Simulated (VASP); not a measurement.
# Be (Fm-3m) in VASP: further runs

The runs below take Be through relaxation of cell and atoms, with revPBE+D3(BJ), revPBE+D4.

All numbers are computed with VASP 6.6.1; they aren't measurements. Logs are shortened: lines on timing, memory, paths and dates and some standing lists are left out, and cuts for length are marked.

## Step 1: The structure

The structure is cubic, space group Fm-3m (No. 225). Conventional cell: a = 3.158 Å, b = 3.158 Å, c = 3.158 Å, α = 90.00°, β = 90.00°, γ = 90.00°. Be (site symmetry m-3m) has 12 Be at 2.23 Å as nearest neighbours.

The cell was built by a generator and needn't be a form met in nature.

## Step 2: Relaxation of cell and atoms, revPBE+D3(BJ)

The input, INCAR:

```
SYSTEM = Be
PREC = Accurate
ENCUT = 600
EDIFF = 1E-6
ISMEAR = -1
SIGMA = 0.05
LREAL = .False.
LASPH = .True.
NELM = 100
ALGO = Fast
ISIF = 3
LWAVE = .False.
LCHARG = .False.
GGA = RE
IVDW = 12
IBRION = 2
NSW = 40
EDIFFG = -0.02
```

The input, KPOINTS:

```
Automatic mesh
0
Gamma
  14 14 14
  0 0 0
```

The input, POSCAR:

```
Be
1.0
    0.0000000000      1.5790500000      1.5790500000
    1.5790500000      0.0000000000      1.5790500000
    1.5790500000      1.5790500000      0.0000000000
Be
1
Direct
    0.0000000000      0.0000000000      0.0000000000
```

Potentials or basis: VASP PAW PBE potentials, release 64 (Be).

Command:

```console
$ cat potpaw_PBE.64/Be/POTCAR > POTCAR
$ mpirun -np 1 vasp_std > vasp.out
```

OUTCAR:

```text
SYSTEM = Be
   PREC = Accurate
   ENCUT = 600
   EDIFF = 1E-6
   ISMEAR = -1
   LREAL = .False.
   LASPH = .True.
   NELM = 100
   ISIF = 3
   GGA = RE
   IVDW = 12
   IBRION = 2
   NSW = 40
   EDIFFG = -0.02
 IVDW          = 12

 ion  position               nearest neighbor table
   1  0.000  0.000  0.000-

  LATTYP: Found a face centered cubic cell.
 ALAT       =     3.1581000000

  Lattice vectors:

 A1 = (   0.0000000000,   1.5790500000,   1.5790500000)
 A2 = (   1.5790500000,   0.0000000000,   1.5790500000)
 A3 = (   1.5790500000,   1.5790500000,   0.0000000000)

Analysis of symmetry for initial positions (statically):
=====================================================================
 Subroutine PRICEL returns:
 Original cell was already a primitive cell.

 Routine SETGRP: Setting up the symmetry group for a
 face centered cubic supercell.

 Subroutine GETGRP returns: Found 48 space group operations
 (whereof 48 operations were pure point group operations)
 out of a pool of 48 trial point group operations.

The static configuration has the point symmetry O_h .

Analysis of symmetry for dynamics (positions and initial velocities):
=====================================================================
 Subroutine PRICEL returns:
 Original cell was already a primitive cell.

 Routine SETGRP: Setting up the symmetry group for a
 face centered cubic supercell.

 Subroutine GETGRP returns: Found 48 space group operations
 (whereof 48 operations were pure point group operations)
 out of a pool of 48 trial point group operations.

The dynamic configuration has the point symmetry O_h .

 Subroutine INISYM returns: Found 48 space group operations
 (whereof 48 operations are pure point group operations),
 and found     1 'primitive' translations

----------------------------------------------------------------------------------------

                                     Primitive cell

  volume of cell :       7.8744

  direct lattice vectors                    reciprocal lattice vectors
     0.000000000  1.579050000  1.579050000    -0.316646085  0.316646085  0.316646085
     1.579050000  0.000000000  1.579050000     0.316646085 -0.316646085  0.316646085
     1.579050000  1.579050000  0.000000000     0.316646085  0.316646085 -0.316646085

  length of vectors
     2.233113926  2.233113926  2.233113926     0.548447107  0.548447107  0.548447107

  position of ions in fractional coordinates (direct lattice)
     0.000000000  0.000000000  0.000000000

  ion indices of the primitive-cell ions
   primitive index   ion index
                 1           1

----------------------------------------------------------------------------------------

 KPOINTS: Automatic mesh

Automatic generation of k-mesh.
 Grid dimensions read from file:
 generate k-points for:   14   14   14

 Generating k-lattice:

  Cartesian coordinates                     Fractional coordinates (reciprocal lattice)
    -0.022617577  0.022617577  0.022617577     0.071428571  0.000000000  0.000000000
     0.022617577 -0.022617577  0.022617577     0.000000000  0.071428571  0.000000000
     0.022617577  0.022617577 -0.022617577     0.000000000  0.000000000  0.071428571

  Length of vectors
     0.039174793  0.039174793  0.039174793

  Shift w.r.t. Gamma in fractional coordinates (k-lattice)
     0.000000000  0.000000000  0.000000000

 Subroutine IBZKPT returns following result:
 ===========================================

 Found    104 irreducible k-points:

 Following reciprocal coordinates:
            Coordinates               Weight
  0.000000  0.000000  0.000000      1.000000
  0.071429  0.000000  0.000000      8.000000
  0.142857  0.000000  0.000000      8.000000
  0.214286  0.000000  0.000000      8.000000
  0.285714  0.000000  0.000000      8.000000
  0.357143  0.000000  0.000000      8.000000
[... 16 lines left out ...]
  0.214286  0.142857  0.000000     24.000000
  0.285714  0.142857  0.000000     24.000000
 [... further k-points ...]
   k-points           NKPTS =    104   k-points in BZ     NKDIM =    104   number of bands    NBANDS=      5
   number of dos      NEDOS =    301   number of ions     NIONS =      1
   total plane-waves  NPLWV =   5832
   dimension x,y,z NGX =    18 NGY =   18 NGZ =   18
   dimension x,y,z NGXF=    36 NGYF=   36 NGZF=   36
   ions per type =               1
   NGX,Y,Z   is equivalent  to a cutoff of  13.40, 13.40, 13.40 a.u.
   NGXF,Y,Z  is equivalent  to a cutoff of  26.80, 26.80, 26.80 a.u.
 SYSTEM =  Be
   PREC   = accura    normal or accurate (medium, high low for compatibility)
   ISTART =      0    job   : 0-new  1-cont  2-samecut
   ICHARG =      2    charge: 1-file 2-atom 10-const
   ISPIN  =      1    spin polarized calculation?
   LNONCOLLINEAR =      F non collinear calculations
   LSORBIT =      F    spin-orbit coupling
   LASPH  =      T    aspherical Exc in radial PAW
   ENCUT  =  600.0 eV  44.10 Ry    6.64 a.u.   4.46  4.46  4.46*2*pi/ulx,y,z
   NELM   =    100;   NELMIN=  2; NELMDL= -5     # of ELM steps
   EDIFF  = 0.1E-05   stopping-criterion for ELM
   LREAL  =      F    real-space projection
   EDIFFG = -.2E-01   stopping-criterion for IOM
   NSW    =     40    number of steps for IOM
   IBRION =      2    ionic relax: 0-MD 1-quasi-New 2-CG
   NFREE  =      1    steps in history (QN), initial steepest desc. (CG)
   ISIF   =      3    stress and relaxation
   ISYM   =      2    0-nonsym 1-usesym 2-fastsym
   POTIM  = 0.5000    time-step for ionic-motion
   TEBEG  =    0.0;   TEEND  =   0.0 temperature during run
   PSTRESS=    0.0 pullay stress
   NELECT =       2.0000    total number of electrons
   NUPDOWN=      -1.0000    fix difference up-down
   EMIN   =  10.00;   EMAX   =-10.00  energy-range for DOS
   EFERMI =   0.00;   METHOD = LEGACY
   ISMEAR =    -1;   SIGMA  =   0.05  broadening in eV -4-tet -1-fermi 0-gaus
   EFERMI_NEDOS =   21; number of points for ismear=-14 and -15
   IALGO  =     68    algorithm
   IMIX   =      4    mixing-type and parameters
     AMIX     =   0.40;   BMIX     =  1.00
     AMIX_MAG =   1.60;   BMIX_MAG =  1.00
  volume/ion in A,a.u.               =       7.87        53.14
  Fermi-wavevector in a.u.,A,eV,Ry     =   1.036762  1.959196 14.624560  1.074875
  Thomas-Fermi vector in A             =   2.171168
   LORBIT       =      0    0 simple, 1 ext, 2 COOP (PROOUT), +10 PAW based schemes
   GGA     = RE    functional components
   LHFCALC =     F    Hartree Fock is set to
   AEXX    =    0.0000 exact exchange contribution
   IVDW    =    12    specifies the selected vdW correction
   LEPSILON=     F    determine dielectric tensor
   LRPA    =     F    only Hartree local field effects (RPA)
 conjugate gradient relaxation of ions
 non-spin polarized calculation
 RMM-DIIS sequential band-by-band and
  energy-cutoff  :      600.00
  volume of cell :        7.87
 maximum number of plane-waves:       279
 NGX is ok and might be reduce to    18
   NGX =  9   NGY =  9   NGZ =  9

--------------------------------------- Ionic step        1  -------------------------------------------

 number of electron       2.0000000 magnetization

 Free energy of the ion-electron system (eV)
  ---------------------------------------------------
  ext. energy  EPLUGINS =         0.00000000
  ---------------------------------------------------
  free energy    TOTEN  =        -3.46936480 eV

  energy without entropy =       -3.46826162  energy(sigma->0) =       -3.46881321

------------------------ aborting loop because EDIFF is reached ----------------------------------------

 Edisp (eV)   -0.71792

 E8    (eV) :    -0.4539

  FORCE on cell =-STRESS in cart. coord.  units (eV):
  Direction    XX          YY          ZZ          XY          YZ          ZX
  --------------------------------------------------------------------------------------
  -------------------------------------------------------------------------------------
  Total      -0.62391    -0.62391    -0.62391     0.00000     0.00000    -0.00000
  in kB    -126.94378  -126.94378  -126.94378     0.00000     0.00000    -0.00000
  external pressure =     -126.94 kB  Pullay stress =        0.00 kB

 VOLUME and BASIS-vectors are now :
 -----------------------------------------------------------------------------
  energy-cutoff  :      600.00
  volume of cell :        7.87
      direct lattice vectors                 reciprocal lattice vectors
     0.000000000  1.579050000  1.579050000    -0.316646085  0.316646085  0.316646085
     1.579050000  0.000000000  1.579050000     0.316646085 -0.316646085  0.316646085
     1.579050000  1.579050000  0.000000000     0.316646085  0.316646085 -0.316646085
[... 40 lines left out ...]
 POSITION                                       TOTAL-FORCE (eV/Angst)
 -----------------------------------------------------------------------------------
      0.00000      0.00000      0.00000        -0.000000      0.000000      0.000000
 -----------------------------------------------------------------------------------
    total drift:                                0.000000      0.000000      0.000000

  FREE ENERGIE OF THE ION-ELECTRON SYSTEM (eV)
  ---------------------------------------------------
  free  energy   TOTEN  =        -4.2215781856 eV

  energy  without entropy=       -4.2209114458  energy(sigma->0) =       -4.22124482

--------------------------------------- Ionic step        3  -------------------------------------------

 number of electron       2.0000000 magnetization

 Free energy of the ion-electron system (eV)
  ---------------------------------------------------
  ext. energy  EPLUGINS =         0.00000000
  ---------------------------------------------------
  free energy    TOTEN  =        -3.41830588 eV

  energy without entropy =       -3.41765927  energy(sigma->0) =       -3.41798257

 E-fermi :   8.5356     XC(G=0): -10.9860

 val. band max:        8.4131339515   @ k =  -0.2857   0.4286   0.2143
 cond. band min:       8.5933979581   @ k =  -0.2857   0.5000   0.2143
 fundamental gap:      0.1802640066
 Fermi energy:         8.5356186657

 k-point     1 :       0.0000    0.0000    0.0000
  band No.  band energies     occupation
      1      -3.9613      2.00000
      2      29.9810      0.00000
      3      29.9810      0.00000
      4      29.9810      0.00000
      5      39.6895      0.00000

 k-point     2 :       0.0714    0.0000    0.0000
  band No.  band energies     occupation
      1      -3.7847      2.00000
      2      28.4431      0.00000
      3      29.6533      0.00000
      4      29.6533      0.00000
      5      38.1931      0.00000

 k-point     3 :       0.1429    0.0000    0.0000
  band No.  band energies     occupation
      1      -3.2547      2.00000
      2      24.8203      0.00000
      3      28.9124      0.00000
      4      28.9124      0.00000
      5      37.9821      0.00000
[... 153 lines left out ...]
 k-point    23 :       0.2143    0.1429    0.0000
  band No.  band energies     occupation
      1      -2.3617      2.00000
      2      23.4623      0.00000
      3      25.0248      0.00000
      4      29.4903      0.00000
      5      32.6285      0.00000

 k-point    24 :       0.2857    0.1429    0.0000
  band No.  band energies     occupation
      1      -1.3553      2.00000
      2      19.5863      0.00000
      3      24.2300      0.00000
      4      28.3529      0.00000
      5      32.6896      0.00000

 [... further k-points ...]

------------------------ aborting loop because EDIFF is reached ----------------------------------------

 Edisp (eV)   -0.80425

 E8    (eV) :    -0.5091

  FORCE on cell =-STRESS in cart. coord.  units (eV):
  Direction    XX          YY          ZZ          XY          YZ          ZX
  --------------------------------------------------------------------------------------
  -------------------------------------------------------------------------------------
  Total      -0.00641    -0.00641    -0.00641    -0.00000     0.00000     0.00000
  in kB      -1.45312    -1.45312    -1.45312    -0.00000     0.00000     0.00000
  external pressure =       -1.45 kB  Pullay stress =        0.00 kB

 VOLUME and BASIS-vectors are now :
 -----------------------------------------------------------------------------
  energy-cutoff  :      600.00
  volume of cell :        7.07
      direct lattice vectors                 reciprocal lattice vectors
     0.000000000  1.523035633  1.523035633    -0.328291728  0.328291728  0.328291728
     1.523035633  0.000000000  1.523035633     0.328291728 -0.328291728  0.328291728
     1.523035633  1.523035633  0.000000000     0.328291728  0.328291728 -0.328291728

 POSITION                                       TOTAL-FORCE (eV/Angst)
 -----------------------------------------------------------------------------------
      0.00000      0.00000      0.00000         0.000000     -0.000000      0.000000
 -----------------------------------------------------------------------------------
    total drift:                                0.000000     -0.000000     -0.000000

  FREE ENERGIE OF THE ION-ELECTRON SYSTEM (eV)
  ---------------------------------------------------
  free  energy   TOTEN  =        -4.2225557225 eV

  energy  without entropy=       -4.2219091066  energy(sigma->0) =       -4.22223241

 reached required accuracy - stopping structural energy minimisation
```

It took 6.3 s on 1 thread of Intel Xeon Platinum 8375C at 2.90GHz (Ice Lake), shared host; peak memory 0.13 GiB.

What came out:

| Quantity | Value |
| --- | --- |
| Free energy | -4.2226 eV |
| Relaxed volume | 7.07 Å³/atom |
| Relaxed cell | a = 2.154 Å, b = 2.154 Å, c = 2.154 Å, α = 60.00°, β = 60.00°, γ = 60.00° |
| Space group after relaxing (to 0.05 Å) | Fm-3m (No. 225) |
| Energy gained by relaxing | 35.3 meV/atom |
| Ionic steps | 3 |
| Pressure after relaxing | -0.1 GPa |
| Band gap on the k mesh | none (metal or under the smearing width) |
| Dispersion energy per atom | -0.804 eV |

Step by step:
```
step  energy change (eV)  largest force (eV/Å)  pressure (GPa)  volume (Å³)
   1              0.0000                0.0000          -12.69         7.87
   2             -0.0343                0.0000           -2.43         7.18
   3             -0.0353                0.0000           -0.15         7.07
```

Final structure:
```
Be
1.0
     0.00000    1.52304    1.52304
     1.52304    0.00000    1.52304
     1.52304    1.52304    0.00000
Be
1
Direct
  0.00000 0.00000 0.00000
```

Caveat: the PAW data sets were made with another functional, which shifts forces and pressure a little; pairwise dispersion overbinds metals, which lowers pressure and volume.

## Step 3: Relaxation of cell and atoms, revPBE+D4

INCAR: that of step 2 with these lines changed.

```diff
@@ -14,3 +14,3 @@
 GGA = RE
-IVDW = 12
+IVDW = 13
 IBRION = 2
```

KPOINTS is that of step 2.

POSCAR is that of step 2.

Potentials or basis: VASP PAW PBE potentials, release 64 (Be).

Command:

```console
$ cat potpaw_PBE.64/Be/POTCAR > POTCAR
$ mpirun -np 1 vasp_std > vasp.out
```

Run time: 6.6 s. Hardware: 1 thread of Intel Xeon Platinum 8375C at 2.90GHz (Ice Lake), shared host; peak memory 0.12 GiB.

It converged, with:

| Quantity | Value |
| --- | --- |
| Free energy | -3.7025 eV |
| Relaxed volume | 7.76 Å³/atom |
| Relaxed cell | a = 2.222 Å, b = 2.222 Å, c = 2.222 Å, α = 60.00°, β = 60.00°, γ = 60.00° |
| Space group after relaxing (to 0.05 Å) | Fm-3m (No. 225) |
| Energy gained by relaxing | 0.9 meV/atom |
| Ionic steps | 2 |
| Pressure after relaxing | -0.3 GPa |
| Band gap on the k mesh | none (metal or under the smearing width) |
| Dispersion energy per atom | -0.236 eV |

Step by step:
| step | energy change (eV) | largest force (eV/Å) | pressure (GPa) | volume (Å³) |
| --- | --- | --- | --- | --- |
| 1 | 0.0000 | 0.0000 | -2.08 | 7.87 |
| 2 | -0.0009 | 0.0000 | -0.33 | 7.76 |

Final structure:
```
Be
1.0
     0.00000    1.57127    1.57127
     1.57127    0.00000    1.57127
     1.57127    1.57127    0.00000
Be
1
Direct
  0.00000 0.00000 0.00000
```

Levels at points of the mesh, in eV from the Fermi level:
```tsv
k point	band 1	band 2	band 3	band 4	band 5
(0.00, 0.00, 0.00)	-11.97	19.89	19.89	19.89	29.34
(0.50, 0.00, 0.00)	-5.31	0.06	16.89	16.89	26.45
(0.50, 0.50, 0.00)	-2.64	3.89	9.76	9.76	15.26
```

Caveat: the PAW data sets were made with another functional, which shifts forces and pressure a little; pairwise dispersion overbinds metals, which lowers pressure and volume.

## Step 4: The reference run

An earlier run on the cell as given: functional PBE; potentials or basis VASP PAW PBE potentials, release 64 (Be); cutoff 520 eV; k mesh 14 × 14 × 14; occupations fermi-dirac, width 0.05 eV; no spin polarisation.

- Pressure: 0.0 GPa
- Band gap on the k mesh: none (metal or under the smearing width)

## Step 5: Overview

| task | level | cell | cutoff (eV) | gap on the mesh (eV) | pressure (GPa) | relaxed volume (Å³/atom) |
| --- | --- | --- | --- | --- | --- | --- |
| relaxation of cell and atoms | revPBE+D3(BJ) | relaxed | 600 | none | -0.1 | 7.07 |
| relaxation of cell and atoms | revPBE+D4 | relaxed | 600 | none | -0.3 | 7.76 |
| single point | PBE | as given | 520 | none | 0.0 | - |

Alike in all rows: potentials or basis VASP PAW PBE potentials, release 64 (Be); no spin polarisation; k mesh 14 × 14 × 14; smearing fermi-dirac 0.05 eV.

Caveats: the PAW data sets were made with another functional, which shifts forces and pressure a little (some runs); pairwise dispersion overbinds metals, which lowers pressure and volume (some runs).

Absolute energies hang on the potentials; compare differences alone.
